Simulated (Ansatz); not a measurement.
Geometry optimisation in Ansatz: input, command and trajectory.

```yaml
crystal:
  lattice:
    - [-2.3406232819, 2.3406232819, 2.9075544002]
    - [2.3406232819, -2.3406232819, 2.9075544002]
    - [2.3406232819, 2.3406232819, -2.9075544002]
  atoms:
    - { symbol: Sc, position: [0.5, 0.5, 0.0] }
    - { symbol: Sc, position: [0.25, 0.75, 0.5] }
    - { symbol: H, position: [0.25, 0.25, 0.5] }
    - { symbol: H, position: [0.75, 0.75, 0.5] }
    - { symbol: H, position: [0.5, 0.5, 0.5] }
    - { symbol: H, position: [0.0, 0.0, 0.5] }
basis:
  ecutwfc: 420
kpoints:
  mp_grid: { grid: [6, 6, 6] }
hamiltonian:
  xc: pbe
scf:
  occupations: { method: gaussian, width: 0.1 }
  lower_state_search: "off"
output:
  forces: true
  stress: true
  eigenvalues: true
relax:
  adjacent_minimum: "off"
  f_tol: 0.04
  max_steps: 70
  cell: { stress_tol: 0.4 }
```

```bash
ansatz run input.yaml --threads 1 --pin off --max-ram 2560MiB --backend cpu --events-out ev --progress --plain --runs-dir out
```

Method: DFT PBE, scalar-relativistic, plane waves, PAW (Ansatz 0.2.0).

Of 12 frames 10 are shown, positions in Å and forces in eV/Å; the SCF threshold varies from step to step. Steps run on the plane waves of an earlier cell, with a Pulay correction in the pressure. The basis is chosen afresh for the last frame, the zero of the energies, and at times for earlier ones too; energy and pressure step there, also at an unchanged geometry. Here that happened at step 10 (-8 meV/atom, 0.6 GPa); the frames before carry an error of that size.

```xyz
6
Lattice="-2.3406 2.3406 2.9076 2.3406 -2.3406 2.9076 2.3406 2.3406 -2.9076" Properties=species:S:1:pos:R:3:forces:R:3 pbc="T T T" step=1 free_energy_over_end_meV_per_atom=427.89 pressure_GPa=21.96
Sc    0.0000    0.0000    2.9076    0.0000    0.0000    0.0000
Sc    2.3406    0.0000    1.4538    0.0000    0.0000    0.0000
H     1.1703    1.1703    0.0000   -2.0110   -2.0110    0.0000
H     1.1703    1.1703    2.9076    2.0110    2.0110    0.0000
H     1.1703    1.1703    1.4538   -2.0110    2.0110    0.0000
H     1.1703    1.1703   -1.4538    2.0110   -2.0110    0.0000
6
Lattice="-2.4570 2.4570 2.9192 2.4570 -2.4570 2.9192 2.4570 2.4570 -2.9192" Properties=species:S:1:pos:R:3:forces:R:3 pbc="T T T" step=2 free_energy_over_end_meV_per_atom=153.34 pressure_GPa=6.55
Sc    0.0000    0.0000    2.9192    0.0000    0.0000    0.0000
Sc    2.4570    0.0000    1.4596    0.0000    0.0000    0.0000
H     1.1391    1.1391    0.0000   -0.5416   -0.5416    0.0000
H     1.3179    1.3179    2.9192    0.5416    0.5416    0.0000
H     1.1391    1.3179    1.4596   -0.5416    0.5416    0.0000
H     1.3179    1.1391   -1.4596    0.5416   -0.5416    0.0000
6
Lattice="-2.5735 2.5735 2.7785 2.5735 -2.5735 2.7785 2.5735 2.5735 -2.7785" Properties=species:S:1:pos:R:3:forces:R:3 pbc="T T T" step=3 free_energy_over_end_meV_per_atom=75.43 pressure_GPa=1.60
Sc    0.0000    0.0000    2.7785    0.0000    0.0000    0.0000
Sc    2.5735    0.0000    1.3893    0.0000    0.0000    0.0000
H     1.1876    1.1876    0.0000   -0.1693   -0.1693    0.0000
H     1.3860    1.3860    2.7785    0.1693    0.1693    0.0000
H     1.1876    1.3860    1.3893   -0.1693    0.1693    0.0000
H     1.3860    1.1876   -1.3893    0.1693   -0.1693    0.0000
6
Lattice="-2.6890 2.6890 2.4947 2.6890 -2.6890 2.4947 2.6890 2.6890 -2.4947" Properties=species:S:1:pos:R:3:forces:R:3 pbc="T T T" step=5 free_energy_over_end_meV_per_atom=17.01 pressure_GPa=0.10
Sc    0.0000    0.0000    2.4947    0.0000    0.0000    0.0000
Sc    2.6890    0.0000    1.2474    0.0000    0.0000    0.0000
H     1.2480    1.2480    0.0000    0.0900    0.0900    0.0000
H     1.4409    1.4409    2.4947   -0.0900   -0.0900    0.0000
H     1.2480    1.4409    1.2474    0.0900   -0.0900    0.0000
H     1.4409    1.2480   -1.2474   -0.0900    0.0900    0.0000
6
Lattice="-2.7257 2.7257 2.4651 2.7257 -2.7257 2.4651 2.7257 2.7257 -2.4651" Properties=species:S:1:pos:R:3:forces:R:3 pbc="T T T" step=6 free_energy_over_end_meV_per_atom=12.34 pressure_GPa=-0.13
Sc    0.0000    0.0000    2.4651    0.0000    0.0000    0.0000
Sc    2.7257    0.0000    1.2326    0.0000    0.0000    0.0000
H     1.2994    1.2994    0.0000    0.0323    0.0323    0.0000
H     1.4263    1.4263    2.4651   -0.0323   -0.0323    0.0000
H     1.2994    1.4263    1.2326    0.0323   -0.0323    0.0000
H     1.4263    1.2994   -1.2326   -0.0323    0.0323    0.0000
6
Lattice="-2.7511 2.7511 2.4234 2.7511 -2.7511 2.4234 2.7511 2.7511 -2.4234" Properties=species:S:1:pos:R:3:forces:R:3 pbc="T T T" step=7 free_energy_over_end_meV_per_atom=10.35 pressure_GPa=-0.10
Sc    0.0000    0.0000    2.4234    0.0000    0.0000    0.0000
Sc    2.7511    0.0000    1.2117    0.0000    0.0000    0.0000
H     1.3320    1.3320    0.0000   -0.0022   -0.0022    0.0000
H     1.4192    1.4192    2.4234    0.0022    0.0022    0.0000
H     1.3320    1.4192    1.2117   -0.0022    0.0022    0.0000
H     1.4192    1.3320   -1.2117    0.0022   -0.0022    0.0000
6
Lattice="-2.7783 2.7783 2.3434 2.7783 -2.7783 2.3434 2.7783 2.7783 -2.3434" Properties=species:S:1:pos:R:3:forces:R:3 pbc="T T T" step=8 free_energy_over_end_meV_per_atom=9.31 pressure_GPa=0.29
Sc    0.0000    0.0000    2.3434    0.0000    0.0000    0.0000
Sc    2.7783    0.0000    1.1717    0.0000    0.0000    0.0000
H     1.3606    1.3606    0.0000   -0.0171   -0.0171    0.0000
H     1.4177    1.4177    2.3434    0.0171    0.0171    0.0000
H     1.3606    1.4177    1.1717   -0.0171    0.0171    0.0000
H     1.4177    1.3606   -1.1717    0.0171   -0.0171    0.0000
6
Lattice="-2.7732 2.7732 2.3720 2.7732 -2.7732 2.3720 2.7732 2.7732 -2.3720" Properties=species:S:1:pos:R:3:forces:R:3 pbc="T T T" step=10 free_energy_over_end_meV_per_atom=1.18 pressure_GPa=0.50
Sc    0.0000    0.0000    2.3720    0.0000    0.0000    0.0000
Sc    2.7732    0.0000    1.1860    0.0000    0.0000    0.0000
H     1.3521    1.3521    0.0000   -0.0005   -0.0005    0.0000
H     1.4211    1.4211    2.3720    0.0005    0.0005    0.0000
H     1.3521    1.4211    1.1860   -0.0005    0.0005    0.0000
H     1.4211    1.3521   -1.1860    0.0005   -0.0005    0.0000
6
Lattice="-2.8137 2.8137 2.3401 2.8137 -2.8137 2.3401 2.8137 2.8137 -2.3401" Properties=species:S:1:pos:R:3:forces:R:3 pbc="T T T" step=11 free_energy_over_end_meV_per_atom=0.20 pressure_GPa=-0.10
Sc    0.0000    0.0000    2.3401    0.0000    0.0000    0.0000
Sc    2.8137    0.0000    1.1701    0.0000    0.0000    0.0000
H     1.3887    1.3887    0.0000    0.0123    0.0123    0.0000
H     1.4249    1.4249    2.3401   -0.0123   -0.0123    0.0000
H     1.3887    1.4249    1.1701    0.0123   -0.0123    0.0000
H     1.4249    1.3887   -1.1701   -0.0123    0.0123    0.0000
6
Lattice="-2.8137 2.8137 2.3401 2.8137 -2.8137 2.3401 2.8137 2.8137 -2.3401" Properties=species:S:1:pos:R:3:forces:R:3 pbc="T T T" step=12 free_energy_over_end_meV_per_atom=0.00 pressure_GPa=-0.10
Sc    0.0000    0.0000    2.3401    0.0000    0.0000    0.0000
Sc    2.8137    0.0000    1.1701    0.0000    0.0000    0.0000
H     1.3887    1.3887    0.0000    0.0125    0.0125    0.0000
H     1.4249    1.4249    2.3401   -0.0125   -0.0125    0.0000
H     1.3887    1.4249    1.1701    0.0125   -0.0125    0.0000
H     1.4249    1.3887   -1.1701   -0.0125    0.0125    0.0000
```

The start is a random arrangement. At the end the space group is I4_122 (tolerance 0.05 Å).

The run took 49 s on 1 thread of Arm Neoverse V2 (shared host), peak memory 0.36 GiB.

The k mesh is coarse. Spin polarisation was left out, and a magnetic state may lie lower.